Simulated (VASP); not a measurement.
**TiO: relaxation of cell and atoms with PBEsol**

TiO:

```xyz
2
Lattice="2.8102 0.0000 0.0000 -1.4051 2.4337 0.0000 0.0000 0.0000 2.8238" Properties=species:S:1:pos:R:3 pbc="T T T"
Ti    1.4051    0.8112    0.0000
O     0.0000    0.0000    1.4119
```

The cell comes from a database or a generator and needn't be the stable form of this composition.

```
Program                : VASP 6.6.1
Task                   : relaxation of cell and atoms
Functional             : PBEsol
Potentials or basis    : VASP PAW PBE potentials, release 64 (Ti_sv, O)
Cutoff                 : 600 eV
k mesh                 : 18 × 18 × 14
Occupations            : gaussian, width 0.1 eV
Spin                   : no spin polarisation
Further INCAR settings : ALGO = Normal; EDIFF = 1e-07; IBRION = 2; EDIFFG = -0.005; NSW = 90; ISIF = 3
```

```yaml
Relaxed_volume: 9.43 Å³/atom
Relaxed_cell: a = 2.791 Å, b = 2.791 Å, c = 2.797 Å, α = 90.00°, β = 90.00°, γ = 120.00°
Space_group_after_relaxing_to_0.05_Å: P-6m2 (No. 187)
Energy_gained_by_relaxing: 4.3 meV/atom
Ionic_steps: 5
Pressure_after_relaxing: -0.1 GPa
Band_gap_on_the_k_mesh: none (metal or under the smearing width)
```

The path:
| step | energy change (eV) | largest force (eV/Å) | pressure (GPa) | volume (Å³) |
| --- | --- | --- | --- | --- |
| 1 | 0.0000 | 0.0000 | -5.87 | 19.31 |
| 2 | 0.0037 | 0.0000 | 7.69 | 18.34 |
| 3 | -0.0087 | 0.0000 | -0.04 | 18.86 |
| 4 | -0.0087 | 0.0000 | 0.08 | 18.85 |
| 5 | -0.0087 | 0.0000 | -0.06 | 18.86 |

Final structure:
```
Ti O
1.0
     2.79063    0.00000    0.00000
    -1.39532    2.41676    0.00000
     0.00000    0.00000    2.79691
Ti O
1 1
Direct
  0.66667 0.33333 0.00000
  0.00000 0.00000 0.50000
```

Levels at points of the mesh, in eV from the Fermi level:
```
           k point  band 5  band 6  band 7  band 8  band 9  band 10  band 11  band 12  band 13
(0.00, 0.00, 0.00)  -22.02   -5.77   -5.77   -5.51   -3.06     1.73     1.73     1.73     2.16
(0.50, 0.00, 0.00)  -20.63   -9.19   -6.64   -5.49   -2.57     1.66     2.05     2.85     3.06
(0.00, 0.00, 0.50)  -20.65   -9.51   -5.40   -5.40    0.00     0.00     0.85     1.94     1.94
(0.50, 0.00, 0.50)  -20.79   -8.18   -8.07   -6.78   -0.75     1.84     3.03     3.14     3.67
```

Wall time 4.9 min on 1 thread of Intel(R) Xeon(R) Platinum 8259CL CPU @ 2.50GHz (Skylake/Cascade Lake), on a shared host, peak memory 0.23 GiB.

Caveat: the PAW data sets were made with another functional, which shifts forces and pressure a little; semilocal functionals often make such compounds metallic where correlation or magnetic order opens a gap, which also shifts bond lengths.
